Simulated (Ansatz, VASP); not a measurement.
# ZnCd3SeS3: VASP beside Ansatz

One calculation is typed for both programs; each brings its own data sets. How far apart do they land? The cell is generated by rule, not measured, and may not be a known phase. The cell is taken from a series of runs on this material, whose earlier steps may have relaxed, scaled, displaced or heated it; both programs get it as it stands.

Main program and level: Ansatz 0.2.0; plane waves, with VASP 6.6.1 beside it; relaxation of cell and atoms at PBEsol.

The structure was built from a prototype and need not be the compound's stable phase.

## Step 1: The starting structure

Symmetry: P3m1, No. 156, trigonal system. The conventional cell has a = 4.077 Å, b = 4.077 Å, c = 13.417 Å, α = 90.00°, β = 90.00°, γ = 120.00°. Nearest to Cd lie 1 S at 2.51 Å and 3 Se at 2.58 Å. Nearest to Cd lie 4 S at 2.51 to 2.52 Å. Nearest to Cd lie 4 S at 2.51 to 2.53 Å. S has 4 Cd at 2.51 Å nearest. Nearest to S lie 4 Cd at 2.51 to 2.52 Å. Nearest to S lie 3 Zn at 2.43 Å and 1 Cd at 2.53 Å. Farther neighbours and most contacts between anions are not listed.

## Step 2: VASP: relaxation of cell and atoms, PBEsol

The relaxed volume is the usual yardstick between codes: in a stiff, nearly cubic crystal its relative difference is about their pressure difference at one cell divided by the bulk modulus.

Lines of VASP's logs that name or quote its potential files are left out, and so is its time.

Contents of INCAR:

```
SYSTEM = ZnCd3SeS3
PREC = Accurate
ENCUT = 500
EDIFF = 1E-07
NELM = 120
ISMEAR = 0
SIGMA = 0.02
LREAL = .FALSE.
ALGO = Normal
GGA = PS
NBANDS = 44
LORBIT = 11
LWAVE = .FALSE.
LCHARG = .FALSE.
ISIF = 3
IBRION = 2
NSW = 80
EDIFFG = -0.005
LASPH = .TRUE.
GGA_COMPAT = .FALSE.
NELMIN = 4
EFERMI = MIDGAP
KPAR = 2
```

Contents of POSCAR:

```
ZnCd3SeS3
1.0
    4.0766970000      0.0000000000      0.0000000000
   -2.0383480000      3.5305230000      0.0000000000
    0.0000000000      0.0000000000     13.4172830000
Cd S Se Zn
3 3 1 1
Direct
    0.3333332516      0.6666666667      0.0014409773
    0.6666665031      0.3333333333      0.2535328501
    0.3333332516      0.6666666667      0.5066838048
    0.3333332516      0.6666666667      0.1885166319
    0.6666665031      0.3333333333      0.4412400037
    0.3333332516      0.6666666667      0.6950409409
    0.6666665031      0.3333333333      0.9225974439
    0.6666665031      0.3333333333      0.7409474034
```

Contents of KPOINTS:

```
Automatic mesh
0
Gamma
6 6 2
0 0 0
```

The projector-augmented-wave data sets are Cd, S, Se and Zn (PBE family, release 64).

The run is started by

```bash
$ mpirun -np 2 vasp_std
```

Numbers of over 12 decimals in the logs are rounded to 6 here.

Log:

```text
[banner, memory and clock lines left out]
running    2 mpi-ranks, on    1 nodes
 distrk:  each k-point on    1 cores,    2 groups
 distr:  one band on    1 cores,    1 groups

 POSCAR found type information on POSCAR CdS SeZn
 POSCAR found :  4 types and       8 ions
|                                                                             |
|               ----> ADVICE to this user running VASP <----                  |
|                                                                             |
|     You enforced a specific xc type in the INCAR file but a different       |
|     [... a line on the potential file left out ...]
|     I HOPE YOU KNOW WHAT YOU ARE DOING!                                     |
|                                                                             |

 LDA part: xc-table for (Slater+PW92), standard interpolation
 POSCAR, INCAR and KPOINTS ok, starting setup
 FFT: planning ... GRIDC
 FFT: planning ... GRID_SOFT
 FFT: planning ... GRID
 WAVECAR not read
 entering main loop
       N       E                     dE             d eps       ncg     rms          rms(c)
DAV:   1     0.574326002037E+03    0.57433E+03   -0.33340E+04  1232   0.156E+03
DAV:   2     0.247387287141E+02   -0.54959E+03   -0.53250E+03  1296   0.391E+02
DAV:   3    -0.274467190775E+02   -0.52185E+02   -0.51718E+02  1444   0.120E+02
DAV:   4    -0.288359102366E+02   -0.13892E+01   -0.13852E+01  1440   0.195E+01
DAV:   5    -0.288566654776E+02   -0.20755E-01   -0.20739E-01  1448   0.244E+00    0.145E+01
DAV:   6    -0.270544622006E+02    0.18022E+01   -0.40187E+00  1596   0.281E+01    0.112E+01
DAV:   7    -0.270977400641E+02   -0.43278E-01   -0.30763E+00  1356   0.802E+00    0.400E+00
DAV:   8    -0.270346498645E+02    0.63090E-01   -0.48114E-01  1440   0.539E+00    0.943E-01
DAV:   9    -0.270345395924E+02    0.11027E-03   -0.40588E-02  1356   0.170E+00    0.275E-01
DAV:  10    -0.270347514791E+02   -0.21189E-03   -0.24083E-03  1492   0.263E-01    0.175E-01
DAV:  11    -0.270349245452E+02   -0.17307E-03   -0.58104E-04  1368   0.153E-01    0.584E-02
DAV:  12    -0.270349567129E+02   -0.32168E-04   -0.97043E-05  1400   0.658E-02    0.248E-02
DAV:  13    -0.270349664905E+02   -0.97775E-05   -0.20849E-05  1404   0.221E-02    0.126E-02
DAV:  14    -0.270349702770E+02   -0.37865E-05   -0.70349E-06  1308   0.137E-02    0.496E-03
DAV:  15    -0.270349703041E+02   -0.27101E-07   -0.57204E-07  1364   0.568E-03
   1 F= -.27034970E+02 E0= -.27034970E+02  d E =-.270350E+02
[... from here on, the cycles between the ionic steps are left out ...]
   2 F= -.27035845E+02 E0= -.27035845E+02  d E =-.874439E-03
   3 F= -.27035916E+02 E0= -.27035916E+02  d E =-.945419E-03
   4 F= -.27036065E+02 E0= -.27036065E+02  d E =-.149504E-03
   5 F= -.27036248E+02 E0= -.27036248E+02  d E =-.332388E-03
   6 F= -.27036269E+02 E0= -.27036269E+02  d E =-.353707E-03
   7 F= -.27036318E+02 E0= -.27036318E+02  d E =-.485590E-04
   8 F= -.27036318E+02 E0= -.27036318E+02  d E =-.485937E-04
 curvature:  -1.08 expect dE=-0.748E-05 dE for cont linesearch -0.463E-11
 trial: gam= 0.11783 g(F)=  0.350E-05 g(S)=  0.345E-05 ort =-0.188E-07 (trialstep = 0.155E+01)
 search vector abs. value=  0.808E-05
 bond charge predicted
       N       E                     dE             d eps       ncg     rms          rms(c)
DAV:   1    -0.270363508299E+02   -0.32793E-04   -0.40747E-03  1252   0.318E-01    0.405E-02
DAV:   2    -0.270363309421E+02    0.19888E-04   -0.83808E-05  1460   0.759E-02    0.178E-02
DAV:   3    -0.270363232779E+02    0.76642E-05   -0.96738E-06  1408   0.210E-02    0.988E-03
DAV:   4    -0.270363213854E+02    0.18924E-05   -0.38709E-06  1404   0.126E-02    0.282E-03
DAV:   5    -0.270363214145E+02   -0.29095E-07   -0.81401E-07  1328   0.588E-03
   9 F= -.27036321E+02 E0= -.27036321E+02  d E =-.339034E-05
 trial-energy change:   -0.000003  1 .order   -0.000003   -0.000011    0.000004
 step:   1.1362(harm=  1.1362)  dis= 0.00032  next Energy=   -27.036322 (dE=-0.394E-05)
 reached required accuracy - stopping structural energy minimisation
```

From OUTCAR (step 2):

```text
ion  position               nearest neighbor table
   1  0.333  0.667  0.001-   4 2.51   7 2.58   7 2.58   7 2.58
   2  0.667  0.333  0.254-   4 2.51   4 2.51   4 2.51   5 2.52
   3  0.333  0.667  0.507-   5 2.51   5 2.51   5 2.51   6 2.53
   4  0.333  0.667  0.189-   1 2.51   2 2.51   2 2.51   2 2.51
   5  0.667  0.333  0.441-   3 2.51   3 2.51   3 2.51   2 2.52
   6  0.333  0.667  0.695-   8 2.43   8 2.43   8 2.43   3 2.53
   7  0.667  0.333  0.923-   8 2.44   1 2.58   1 2.58   1 2.58
   8  0.667  0.333  0.741-   6 2.43   6 2.43   6 2.43   7 2.44

  LATTYP: Found a hexagonal cell.
 ALAT       =     4.0766970000
 C/A-ratio  =     3.2912141864

 Subroutine GETGRP returns: Found  6 space group operations
 (whereof  6 operations were pure point group operations)

The static configuration has the point symmetry C_3v.

 Found     14 irreducible k-points:

   k-points           NKPTS =     14   k-points in BZ     NKDIM =     14   number of bands    NBANDS=     44

   dimension x,y,z NGX =    30 NGY =   30 NGZ =   98
   dimension x,y,z NGXF=    60 NGYF=   60 NGZF=  196

   ENCUT  =  500.0 eV  36.75 Ry    6.06 a.u.   7.43  7.43 24.46*2*pi/ulx,y,z

   NELECT =      72.0000    total number of electrons

 k-points in reciprocal lattice and weights: Automatic mesh
   0.00000000  0.00000000  0.00000000       0.014
   0.16666667 -0.00000000  0.00000000       0.083
   0.33333333  0.00000000  0.00000000       0.083
   0.50000000  0.00000000  0.00000000       0.042
   0.16666667  0.16666667  0.00000000       0.083
   0.33333333  0.16666667  0.00000000       0.167
   0.33333333  0.33333333  0.00000000       0.028
   0.00000000  0.00000000  0.50000000       0.014
   0.16666667 -0.00000000  0.50000000       0.083
[...]
0.33333333  0.16666667  0.50000000       0.167
   0.33333333  0.33333333  0.50000000       0.028

 average (electrostatic) potential at core
       1 -39.0966       2 -39.2223       3 -39.2046       4 -89.3581       5 -89.3253
       6 -89.5107       7 -55.5603       8 -36.9453

 E-fermi :   1.9855

 k-point     1 :       0.0000    0.0000    0.0000
  band No.  band energies     occupation
    ...
     32       1.0141      2.00000
     33       1.0141      2.00000
     34       1.1561      2.00000
     35       1.6598      2.00000
     36       1.6598      2.00000
     37       2.3111      0.00000
     38       3.6547      0.00000
     39       4.0708      0.00000
     40       4.5106      0.00000
     41       6.9176      0.00000
    ...

 k-point     2 :       0.1667   -0.0000    0.0000
  band No.  band energies     occupation
    ...
     32       0.4093      2.00000
     33       0.4399      2.00000
     34       0.7663      2.00000
     35       1.0364      2.00000
     36       1.4210      2.00000
     37       3.5128      0.00000
     38       4.5129      0.00000
     39       4.8651      0.00000
     40       5.2233      0.00000
     41       6.5177      0.00000
    ...

 k-point     3 :       0.3333    0.0000    0.0000
  band No.  band energies     occupation
    ...
     32      -0.1938      2.00000
     33      -0.0882      2.00000
     34       0.3013      2.00000
     35       0.4015      2.00000
     36       0.9813      2.00000
     37       4.4016      0.00000
     38       4.6522      0.00000
     39       4.9003      0.00000
     40       5.1931      0.00000
     41       6.2668      0.00000
    ...

  Total        0.0095478      0.0095478     -0.0018094      0.0000000      0.0000000      0.0000000
  in kB        0.0788952      0.0788952     -0.0149514      0.0000000      0.0000000      0.0000000
  external PRESSURE =       0.0476130 kB  Pullay stress =       0.0000000 kB

  energy-cutoff  :      500.00
  volume of cell :      193.89
      direct lattice vectors                 reciprocal lattice vectors
     4.075749173 -0.000000000 -0.000000000     0.245353666  0.141654977  0.000000000
    -2.037874087  3.529702158 -0.000000000     0.000000000  0.283310023  0.000000000
    -0.000000000 -0.000000000 13.477709887     0.000000000  0.000000000  0.074196581

 POSITION                                       TOTAL-FORCE (eV/Angst)
 -----------------------------------------------------------------------------------
     -0.00000      2.35313      0.02512         0.000000      0.000000      0.000496
      2.03787      1.17657      3.42127        -0.000000     -0.000000      0.001718
     -0.00000      2.35313      6.83367         0.000000     -0.000000      0.001050
     -0.00000      2.35313      2.53511         0.000000      0.000000     -0.003413
      2.03787      1.17657      5.94139        -0.000000     -0.000000     -0.001237
     -0.00000      2.35313      9.36367         0.000000      0.000000      0.000293
      2.03787      1.17657     12.43199         0.000000      0.000000      0.000990
      2.03787      1.17657      9.98919         0.000000      0.000000      0.000103
 -----------------------------------------------------------------------------------
    total drift:                                0.001521      0.000001      0.000022

  FREE ENERGIE OF THE ION-ELECTRON SYSTEM (eV)
  ---------------------------------------------------
  free  energy   TOTEN  =       -27.0363214145 eV

  energy  without entropy=      -27.0363214145  energy(sigma->0) =      -27.03632141

 reached required accuracy - stopping structural energy minimisation

 total charge
# of ion       s       p       d       tot
------------------------------------------
    1        0.452   0.352   9.553  10.357
    2        0.432   0.338   9.560  10.331
    3        0.434   0.339   9.559  10.332
    4        1.317   2.381   0.000   3.697
    5        1.317   2.381   0.000   3.698
    6        1.317   2.356   0.000   3.672
    7        1.442   2.418   0.028   3.888
    8        0.503   0.398   9.790  10.691
--------------------------------------------------
tot          7.214  10.964  38.490  56.668

[... 3 further parts left out ...]
```

The run keeps the 6 symmetry operations of its start, so it cannot find a distortion of lower symmetry.

(Continued in part 2 of 2.)

[Lines on the potential files, build, host, timing and source positions are cut from VASP's logs without a mark.]

[Logs are printed without paths, hosts, clocks, repeated set-up lines and the standing remarks that a program may print on its own settings, such as how far it seeks lower states.]

[Hosts, paths, dates, database ids (printed as entryN), source tags and the programs' standing remarks are cut or masked in the printed files.]
